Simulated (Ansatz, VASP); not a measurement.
# InP: VASP beside Ansatz, part 2 of 2

Wanted: the spread between two codes on one cell, functional and k mesh. The cell is a member of a volume series, scaled by 0.92 from a relaxed one, so a pressure remains.

VASP 6.6.1 and Ansatz 0.2.0.

So far. Step 7 (Ansatz: single point, LDA, volume scaled by 1.02): The run ends at a pressure of -1.39 GPa.

### Step 8. Differences

The two programs side by side:

```
              quantity  Ansatz   VASP  difference
        pressure (GPa)   -1.39  -1.37       -0.02
gap on the k mesh (eV)   0.464  0.493      -0.029
```

A gap on the mesh is an upper bound, since the band edges may lie between its points. Ansatz's pressure holds a Pulay correction of 0.04 GPa; VASP's holds none.

### Step 9. VASP: single point, LDA, volume scaled by 1.06

A single point gives forces, pressure and levels at one fixed geometry, so differences don't come from the geometry; what else differs is listed under the comparison. The cell compared in this pair holds 52.45 Å³, against 50.47 Å³ for the pair before.

The input asks for a relaxation, which ended at its first step since no free force or stress exceeded the threshold; so it serves as a single point.

INCAR

```
SYSTEM = InP
PREC = Accurate
ENCUT = 500
EDIFF = 1E-07
NELM = 100
ISMEAR = 0
SIGMA = 0.03
LREAL = .FALSE.
ALGO = Normal
GGA = CA
NBANDS = 15
LORBIT = 11
LWAVE = .FALSE.
LCHARG = .FALSE.
KPAR = 4
IBRION = 2
NSW = 50
ISIF = 4
EDIFFG = -0.003
```

POSCAR

```
InP
1.0
    0.0000000000      2.9709330930      2.9709330930
    2.9709330930      0.0000000000      2.9709330930
    2.9709330930      2.9709330930      0.0000000000
In P
1 1
Direct
    0.0000000000      0.0000000000      0.0000000000
    0.7500000000      0.7500000000      0.7500000000
```

KPOINTS

```
Automatic mesh
0
Gamma
6 6 6
0 0 0
```

The projector-augmented-wave data sets are In_d and P (LDA family, release 64).

Command:

```console
mpirun -np 4 vasp_std
```

Numbers of over 12 decimals in the logs are rounded to 6 here.

What it wrote:

```text
[... set-up lines as in an earlier step ...]
 entering main loop
       N       E                     dE             d eps       ncg     rms          rms(c)
DAV:   1     0.110954768234E+03    0.11095E+03   -0.83107E+03   480   0.128E+03
DAV:   2    -0.232398752628E+01   -0.11328E+03   -0.10895E+03   515   0.303E+02
DAV:   3    -0.982628556727E+01   -0.75023E+01   -0.74653E+01   620   0.797E+01
DAV:   4    -0.100375403408E+02   -0.21125E+00   -0.21113E+00   656   0.143E+01
[...]
DAV:  11    -0.962490714234E+01   -0.56292E-05   -0.18304E-05   741   0.632E-02    0.465E-02
DAV:  12    -0.962490525736E+01    0.18850E-05   -0.43643E-06   641   0.256E-02    0.112E-02
DAV:  13    -0.962490522791E+01    0.29455E-07   -0.27505E-07   606   0.330E-03
   1 F= -.96249052E+01 E0= -.96249052E+01  d E =-.962491E+01
[...]
reached required accuracy - stopping structural energy minimisation
```

Parts of OUTCAR (step 9):

```text
  Total       -1.1964989     -1.1964989     -1.1964989      0.0000000      0.0000000     -0.0000000
  in kB      -36.5522623    -36.5522623    -36.5522623      0.0000000      0.0000000     -0.0000000
  external PRESSURE =     -36.5522623 kB  Pullay stress =       0.0000000 kB

 POSITION                                       TOTAL-FORCE (eV/Angst)
 -----------------------------------------------------------------------------------
      0.00000      0.00000      0.00000        -0.000000     -0.000000     -0.000000
      4.45640      4.45640      4.45640         0.000000      0.000000      0.000000
 -----------------------------------------------------------------------------------
    total drift:                                0.000000      0.000000      0.000000

  FREE ENERGIE OF THE ION-ELECTRON SYSTEM (eV)
  ---------------------------------------------------
  free  energy   TOTEN  =        -9.6249052279 eV

  energy  without entropy=       -9.6249052279  energy(sigma->0) =       -9.62490523

[... 2 parts as in an earlier step ...]

[... 2 further parts left out ...]
[key lines of the parts left out:]
E-fermi :   4.7000
```

### Step 10. Ansatz: single point, LDA, volume scaled by 1.06

The same cell, functional (in two slightly different forms), mesh and smearing now go to Ansatz, which takes its cutoff from its data sets.

The cell is a member of a volume series, scaled by 1.06 from a relaxed one, so a pressure remains.

input.yaml

```yaml
crystal:
  lattice:
    - [0.0, 2.97093309, 2.97093309]
    - [2.97093309, 0.0, 2.97093309]
    - [2.97093309, 2.97093309, 0.0]
  atoms:
    - { symbol: In, position: [0.0, 0.0, 0.0] }
    - { symbol: P, position: [0.75, 0.75, 0.75] }
hamiltonian:
  xc: lda
  pseudopotentials: { kind: paw }
kpoints:
  mp_grid: { grid: [6, 6, 6] }
scf:
  occupations: { method: gaussian, width: 0.03 }
  n_extra_bands: 4
output:
  forces: true
  stress: true
  eigenvalues: true
```

Command:

```console
ansatz run input.yaml --threads 2 --pin off --max-ram 4608MiB --backend cpu --events-out ev --progress --plain --runs-dir out
```

What it wrote:

```text
[...]
Crystal: 2 atoms, lattice volume = 52.446 Å³
Basis set: ecut = 420 eV, 965 PW (Γ)
Bands: 13, of which v1, the nominal top of the filled ones, is band 9 counted from 1 (8 counted from 0)
Symmetry: 24 space group operations
[...]
k-points: 16 of 216 (time reversal used)
[...]
--- Band table (eV; the first three rows and the last of 16) ---
  k-point 0: bands = [... 5 lower, -5.0459, 6.2386, 6.2386, 6.2386, 6.4933, 10.1887, 10.1887, 10.1887]
  k-point 1: bands = [... 5 lower, -4.7501, 3.9878, 5.9463, 5.9463, 7.7163, 10.5161, 10.6125, 10.6125]
  k-point 2: bands = [... 5 lower, -3.9876, 1.7115, 5.4932, 5.4932, 7.5937, 10.9636, 10.9636, 12.1941]
  k-point 15: bands = [... 5 lower, -2.7491, 0.6323, 3.5405, 3.5659, 9.3867, 9.6442, 12.7512, 13.0589]
[key lines of the parts left out:]
SCF converged after 6 iterations
Free energy (F): -6183.501842 eV
Fermi energy:    6.367850 eV
P = ⅓ Tr σ = -3.6666 GPa (-36.666 kbar)
```

It took 0.88 s on 2 threads of Arm Neoverse V1, shared host; peak memory 0.29 GiB; 1.6 s of CPU time.

The run ends at a pressure of -3.67 GPa.

### Step 11. Comparison

The two programs side by side:

```
              quantity  Ansatz   VASP  difference
        pressure (GPa)   -3.67  -3.66       -0.01
gap on the k mesh (eV)   0.255  0.284      -0.029
```

A gap on the mesh is an upper bound, since the band edges may lie between its points. Ansatz's pressure holds a Pulay correction of 0.03 GPa; VASP's holds none.

### Step 12. Results

- difference in gap on the k mesh (single point, LDA, volume scaled by 0.92): -0.028 eV
- difference in gap on the k mesh (single point, LDA, volume scaled by 1.02): -0.029 eV
- difference in gap on the k mesh (single point, LDA, volume scaled by 1.06): -0.029 eV

The difference in gap on the k mesh is -0.029 eV (single point, LDA, volume scaled by 1.06), within the 0.08 eV picked in this series as the mark of a large difference. For single point, LDA, volume scaled by 0.92, no further run moves any of the tabulated differences by more than a quarter of its size. Such differences can come from data sets, numerical settings and the points named under the comparisons, not from the functional's error against experiment.

[Lines on the potential files, build, host, timing and source positions are cut from VASP's logs without a mark.]

[Logs are printed without paths, hosts, clocks, repeated set-up lines and the standing remarks that a program may print on its own settings, such as how far it seeks lower states.]

[Hosts, paths, dates, database ids (printed as entryN), source tags and the programs' standing remarks are cut or masked in the printed files.]
